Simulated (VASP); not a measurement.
# SrO in VASP: one cell, several levels of theory

What does VASP give for SrO (rocksalt), under -1.0 % biaxial strain in the (111) plane, free along [111], the cell held fixed? Runs: PBE, r2SCAN. The results are then set beside those of Ansatz 0.2.0 for the same cell.

The runs shown are made with VASP 6.6.1. PAW datasets, plane waves. No spin polarisation and no zero-point or thermal motion.

**1. The structure to begin with**

The cell comes from an earlier relaxation with r2SCAN in another program, then strained, with the atoms relaxed again.

The symmetry is R-3m (No. 166, trigonal); conventional cell a = 3.612 Å, c = 8.996 Å, 16.94 Å³ an atom. Near Sr stand 6 O at 2.57 Å; near O stand 6 Sr at 2.57 Å.

Structure file:

Space group R-3m:H (No. 166). a = 3.612 Å, b = 3.612 Å, c = 8.996 Å, α = 90.00°, β = 90.00°, γ = 120.00°
| atom | site | symmetry | x | y | z |
| --- | --- | --- | --- | --- | --- |
| Sr | 3a | -3m | 0.0000 | 0.0000 | 0.0000 |
| O | 3b | -3m | 0.6667 | 0.3333 | 0.8333 |

**2. PBE**

INCAR reads:

```
ENCUT = 520.000000
SIGMA = 0.020000
EDIFF = 1.00e-07
GGA = PE
PREC = Accurate
IBRION = -1
ISIF = 2
ISMEAR = -1
NBANDS = 15
NELM = 120
NSW = 0
LASPH = .TRUE.
LCHARG = .TRUE.
LELF = .TRUE.
LWAVE = .FALSE.
LREAL = .FALSE.
```

KPOINTS reads:

```
KPOINTS created by Atomic Simulation Environment
0
Gamma
8 8 8
0 0 0
```

KPOINTS_OPT reads:

```
special points
7
Reciprocal
0.0000000000 0.0000000000 0.0000000000 1
0.5000000000 0.0000000000 0.5000000000 1
0.6250000000 0.2500000000 0.6250000000 1
0.3750000000 0.3750000000 0.7500000000 1
0.5000000000 0.5000000000 0.5000000000 1
0.5000000000 0.2500000000 0.7500000000 1
0.0000000000 0.5000000000 0.5000000000 1
```

POSCAR reads:

```
Sr O
 1.0000000000000000
     0.0285068023000000    2.5826002048999999    2.5826002048999999
     2.5826002048999999    0.0285068023000000    2.5826002048999999
     2.5826002048999999    2.5826002048999999    0.0285068023000000
 Sr  O
   1   1
Cartesian
  0.0000000000000000  0.0000000000000000  0.0000000000000000
  2.5968536060499994  2.5968536060499994  2.5968536060499994
```

The run uses the recommended PBE PAW datasets (16 valence electrons a neutral cell).

Started as:

```console
mpirun -np 1 vasp_std
```

Printed to the terminal (iteration lines stand in OSZICAR):

```text
POSCAR found type information on POSCAR SrO
 POSCAR found :  2 types and       2 ions
 LDA part: xc-table for (Slater+PW92), standard interpolation
 POSCAR, INCAR and KPOINTS ok, starting setup
 FFT: planning ... GRIDC
 FFT: planning ... GRID_SOFT
 FFT: planning ... GRID
 WAVECAR not read
 entering main loop
 Start KPOINTS_OPT (optional k-point list driver)
k-point batch [1-7\7]
```

OSZICAR:

```text
N       E                     dE             d eps       ncg     rms          rms(c)
DAV:   1     0.690109631248E+02    0.69011E+02   -0.85003E+03  1950   0.105E+03
DAV:   2    -0.111606856310E+02   -0.80172E+02   -0.73664E+02  2706   0.221E+02
DAV:   3    -0.141823370770E+02   -0.30217E+01   -0.30068E+01  2578   0.387E+01
DAV:   4    -0.142391018553E+02   -0.56765E-01   -0.56759E-01  2400   0.515E+00
DAV:   5    -0.142405001666E+02   -0.13983E-02   -0.13983E-02  2431   0.633E-01    0.166E+01
DAV:   6    -0.121833936051E+02    0.20571E+01   -0.66445E+00  1992   0.195E+01    0.195E+01
DAV:   7    -0.120456115855E+02    0.13778E+00   -0.29251E-01  2314   0.482E+00    0.113E+01
DAV:   8    -0.120347661574E+02    0.10845E-01   -0.11786E-01  2531   0.342E+00    0.445E-01
DAV:   9    -0.120361724136E+02   -0.14063E-02   -0.56844E-03  2478   0.478E-01    0.232E-01
DAV:  10    -0.120366338091E+02   -0.46140E-03   -0.44314E-04  2104   0.196E-01    0.839E-02
DAV:  11    -0.120367741104E+02   -0.14030E-03   -0.13758E-04  2104   0.868E-02    0.269E-02
DAV:  12    -0.120367920682E+02   -0.17958E-04   -0.27253E-05  2097   0.383E-02    0.212E-02
DAV:  13    -0.120367921763E+02   -0.10807E-06   -0.13989E-06  2202   0.104E-02    0.327E-03
DAV:  14    -0.120367920676E+02    0.10864E-06   -0.12216E-07  2551   0.264E-03    0.229E-03
DAV:  15    -0.120367920636E+02    0.39786E-08   -0.77116E-09  1108   0.827E-04
   1 F= -.12036792E+02 E0= -.12036792E+02  d E =-.579216E-11
       N       E                     dE             ncg
DAV:   1     0.499800589683E+03   -0.42473E+04      210
DAV:   2     0.133464623605E+02   -0.48645E+03      294
DAV:   3    -0.645148108140E+01   -0.19798E+02      297
DAV:   4    -0.688533192741E+01   -0.43385E+00      239
DAV:   5    -0.689451209348E+01   -0.91802E-02      280
DAV:   6    -0.689483760257E+01   -0.32551E-03      231
DAV:   7    -0.689484985452E+01   -0.12252E-04      266
DAV:   8    -0.689485031938E+01   -0.46486E-06      192
DAV:   9    -0.689485033397E+01   -0.14586E-07      175
```

The lines after F= are the extra pass for the points of KPOINTS_OPT, at fixed density; their E is not a total energy.

Parts of OUTCAR:

```text
k-points           NKPTS =     65   k-points in BZ     NKDIM =     65   number of bands    NBANDS=     15

   NELECT =      16.0000    total number of electrons

   dimension x,y,z NGX =    28 NGY =   28 NGZ =   28
   dimension x,y,z NGXF=    56 NGYF=   56 NGZF=   56

  energy-cutoff  :      520.00
  volume of cell :       33.88
      direct lattice vectors                 reciprocal lattice vectors
     0.028506802  2.582600205  2.582600205    -0.196838674  0.194689685  0.194689685
     2.582600205  0.028506802  2.582600205     0.194689685 -0.196838674  0.194689685
     2.582600205  2.582600205  0.028506802     0.194689685  0.194689685 -0.196838674

 k-points in reciprocal lattice and weights: KPOINTS created by Atomic Simulation Env
   0.00000000  0.00000000  0.00000000       0.002
   0.12500000  0.00000000 -0.00000000       0.012
   0.25000000  0.00000000 -0.00000000       0.012
   0.37500000  0.00000000  0.00000000       0.012
   0.50000000  0.00000000 -0.00000000       0.006
   0.12500000  0.12500000  0.00000000       0.012
   0.25000000  0.12500000  0.00000000       0.023
   0.37500000  0.12500000  0.00000000       0.023
[... 57 more k-points ...]

 E-fermi :   2.1006

 k-point     1 :       0.0000    0.0000    0.0000
  band No.  band energies     occupation
      1     -30.7012      2.00000
      2     -13.4150      2.00000
      3     -12.3416      2.00000
      4     -12.3322      2.00000
      5     -12.3322      2.00000
      6       1.6558      2.00000
      7       1.6922      2.00000
      8       1.6922      2.00000
      9       5.6820      0.00000
     10       7.7641      0.00000
     11       7.9620      0.00000
     12       7.9620      0.00000
     13      10.0737      0.00000
     14      10.0737      0.00000
     15      14.4085      0.00000

 k-point     2 :       0.1250    0.0000   -0.0000
  band No.  band energies     occupation
      1     -30.6806      2.00000
      2     -13.7811      2.00000
      3     -12.3519      2.00000
      4     -12.3462      2.00000
      5     -12.0184      2.00000
      6       1.2336      2.00000
      7       1.4555      2.00000
      8       1.4956      2.00000
      9       6.3841      0.00000
     10       7.7717      0.00000
     11       8.0992      0.00000
     12       8.2762      0.00000
     13      10.4821      0.00000
     14      10.4827      0.00000
     15      15.4286      0.00000

 k-point     3 :       0.2500    0.0000   -0.0000
  band No.  band energies     occupation
      1     -30.6305      2.00000
      2     -14.3549      2.00000
      3     -12.3798      2.00000
      4     -12.3792      2.00000
      5     -11.5689      2.00000
      6       0.4040      2.00000
      7       1.0146      2.00000
      8       1.0713      2.00000
      9       7.6963      0.00000
     10       7.9283      0.00000
     11       8.9362      0.00000
     12       9.1306      0.00000
     13      11.5013      0.00000
     14      11.5031      0.00000
     15      17.4513      0.00000

 k-point     4 :       0.3750    0.0000    0.0000
  band No.  band energies     occupation
      1     -30.5795      2.00000
      2     -14.7844      2.00000
      3     -12.4127      2.00000
      4     -12.4059      2.00000
      5     -11.2638      2.00000
      6      -0.2534      2.00000
      7       0.6295      2.00000
      8       0.6999      2.00000
      9       8.0149      0.00000
     10       9.4618      0.00000
     11       9.9671      0.00000
     12      10.1721      0.00000
     13      12.7606      0.00000
     14      12.7784      0.00000
     15      17.2656      0.00000

 k-point     5 :       0.5000    0.0000   -0.0000
  band No.  band energies     occupation
      1     -30.5581      2.00000
      2     -14.9411      2.00000
      3     -12.4262      2.00000
      4     -12.4169      2.00000
      5     -11.1585      2.00000
      6      -0.4972      2.00000
      7       0.4825      2.00000
      8       0.5580      2.00000
      9       8.2512      0.00000
     10      10.1709      0.00000
     11      10.4686      0.00000
     12      10.6750      0.00000
     13      13.6116      0.00000
     14      13.6431      0.00000
     15      16.5622      0.00000

 k-point     6 :       0.1250    0.1250    0.0000
  band No.  band energies     occupation
      1     -30.6744      2.00000
      2     -13.8176      2.00000
      3     -12.3947      2.00000
      4     -12.3864      2.00000
      5     -11.9433      2.00000
      6       0.9168      2.00000
      7       1.5974      2.00000
      8       1.6229      2.00000
      9       6.4438      0.00000
     10       7.2131      0.00000
     11       8.4944      0.00000
     12       8.6154      0.00000
     13      10.2868      0.00000
     14      10.8925      0.00000
     15      15.7053      0.00000

 k-point     7 :       0.2500    0.1250    0.0000
  band No.  band energies     occupation
      1     -30.6347      2.00000
      2     -14.1930      2.00000
      3     -12.4461      2.00000
      4     -12.4204      2.00000
      5     -11.6847      2.00000
      6       0.4209      2.00000
      7       1.2984      2.00000
      8       1.3785      2.00000
      9       6.9398      0.00000
     10       7.4728      0.00000
     11       9.2578      0.00000
     12       9.3753      0.00000
     13      10.8896      0.00000
     14      11.7423      0.00000
     15      17.4284      0.00000

 k-point     8 :       0.3750    0.1250    0.0000
  band No.  band energies     occupation
      1     -30.5842      2.00000
      2     -14.5898      2.00000
      3     -12.4763      2.00000
      4     -12.4678      2.00000
      5     -11.4544      2.00000
      6       0.0372      2.00000
      7       0.8166      2.00000
      8       0.9824      2.00000
      9       7.3308      0.00000
     10       8.7416      0.00000
     11      10.1644      0.00000
     12      10.3502      0.00000
     13      12.1316      0.00000
     14      12.6862      0.00000
     15      17.4673      0.00000

 k-point     9 :       0.5000    0.1250    0.0000
  band No.  band energies     occupation
      1     -30.5526      2.00000
      2     -14.8106      2.00000
      3     -12.5333      2.00000
      4     -12.4634      2.00000
      5     -11.3216      2.00000
      6      -0.2174      2.00000
      7       0.6254      2.00000
      8       0.6784      2.00000
      9       8.0645      0.00000
     10       9.1792      0.00000
     11      10.7275      0.00000
     12      11.1606      0.00000
     13      13.3646      0.00000
     14      13.6809      0.00000
     15      15.9156      0.00000

 k-point    10 :      -0.3750    0.1250    0.0000
  band No.  band energies     occupation
      1     -30.5591      2.00000
      2     -14.7783      2.00000
      3     -12.5677      2.00000
      4     -12.4203      2.00000
      5     -11.3152      2.00000
      6      -0.2266      2.00000
      7       0.5538      2.00000
      8       0.8420      2.00000
      9       8.0714      0.00000
     10       9.1786      0.00000
     11      10.2153      0.00000
     12      10.9260      0.00000
     13      13.1962      0.00000
     14      13.5594      0.00000
     15      16.1576      0.00000

 k-point    11 :      -0.2500    0.1250   -0.0000
  band No.  band energies     occupation
      1     -30.5997      2.00000
      2     -14.5092      2.00000
      3     -12.5408      2.00000
      4     -12.3691      2.00000
      5     -11.4569      2.00000
      6       0.0922      2.00000
      7       0.7210      2.00000
      8       1.2229      2.00000
      9       7.5690      0.00000
     10       8.4123      0.00000
     11       9.1858      0.00000
     12      10.1608      0.00000
     13      11.9971      0.00000
     14      12.3261      0.00000
     15      17.9474      0.00000

 k-point    12 :      -0.1250    0.1250    0.0000
  band No.  band energies     occupation
      1     -30.6500      2.00000
      2     -14.1079      2.00000
      3     -12.4498      2.00000
      4     -12.3400      2.00000
      5     -11.7374      2.00000
      6       0.6665      2.00000
      7       1.0864      2.00000
      8       1.5222      2.00000
      9       7.1796      0.00000
     10       7.4782      0.00000
     11       8.3816      0.00000
     12       9.1714      0.00000
     13      10.8420      0.00000
     14      11.3013      0.00000
     15      16.8089      0.00000

[... the tables of k-points 13 to 65 left out ...]

  Total        0.7773098      0.7773098      0.7773098     -0.1307143     -0.1307143     -0.1307143
  in kB       36.7581571     36.7581571     36.7581571     -6.1813420     -6.1813420     -6.1813420
  external PRESSURE =      36.7581571 kB  Pullay stress =       0.0000000 kB

 POSITION                                       TOTAL-FORCE (eV/Angst)
 -----------------------------------------------------------------------------------
      0.00000      0.00000      0.00000        -0.000000     -0.000000     -0.000000
      2.59685      2.59685      2.59685         0.000000      0.000000      0.000000
 -----------------------------------------------------------------------------------
    total drift:                                0.000000      0.000000      0.000000

  FREE ENERGIE OF THE ION-ELECTRON SYSTEM (eV)
  ---------------------------------------------------
  free  energy   TOTEN  =       -12.0367920636 eV

  energy  without entropy=      -12.0367920636  energy(sigma->0) =      -12.03679206
```

Hardware: 1 MPI rank of Intel Xeon Platinum 8488C, shared host.

The levels at the points of KPOINTS_OPT are read from vasprun.xml.

Band energies at the special points (eV, zero at the top of v, the last band that the electrons fill by count):

```csv
point,v−1,v,c,c+1
Γ,0.00,0.00,3.99,6.07
X,-0.11,-0.09,3.25,7.81
U,-0.57,-0.49,4.74,7.95
K,-0.57,-0.49,4.74,7.95
L,-1.11,-1.11,6.51,8.45
W,-0.46,-0.44,5.99,6.04
```

Gap with PBE: 3.25 eV, valence top at Γ, conduction bottom at X. Least direct gap: 3.33 eV. The pressure is 3.68 GPa; the forces vanish within 0.01 eV/Å.

Axes a, b and c in the maps are those of this run's conventional cell (a, b, c = 3.612, 3.612, 8.996 Å).

Density in a lattice plane of the grid's cell (edges 3.61 and 9.00 Å, at 0.000 of the third edge), which holds Sr and O.

Ten even steps from ' ' (0.03 e/Å³) to '@' (8.02 e/Å³):
```
--::..          ..::
..                  
                    
                    
                    
                    
                    
                    
==::              ::
@@**..          ..**
==::              ::
                    
                    
                    
                    
                    
                    
..                  
--::..          ..::
==--::          ::--
```
Columns run along the first of these edges and rows up along the second, over one cell in 10 and 20 even steps from the bottom left corner. Atoms in the plane (fractional): Sr at (0.00, 0.00), O at (1.00, 0.50).

ELF in the same plane.

Ten even steps from ' ' (0.02) to '@' (0.83):
```
%%@@@@--  ..  --@@@@
@@%%--  --++--  --%%
..    ::**##**::    
      ::--==--::    
          ..        
      ..--==--..    
--::  ..++##++..  ::
%%%%--  ..--..  --%%
@@@@%%--      --%%@@
--%%@@**..  ..**@@%%
@@@@%%--      --%%@@
%%%%--  ..--..  --%%
--::  ..++##++..  ::
      ..--==--..    
          ..        
      ::--==--::    
..    ::**##**::    
@@%%--  --++--  --%%
%%@@@@--  ..  --@@@@
++%%@@**      **@@%%
```
Columns run along the first of these edges and rows up along the second, over one cell in 10 and 20 even steps from the bottom left corner. Atoms in the plane (fractional): Sr at (0.00, 0.00), O at (1.00, 0.50).

Both are smooth fields of the valence electrons: close to the nuclei they are not physical.

Maxima of ELF outside the ion cores: 0.83 in the shell around O, 0.7 Å from O.

(Part 1 of 2 ends here.)
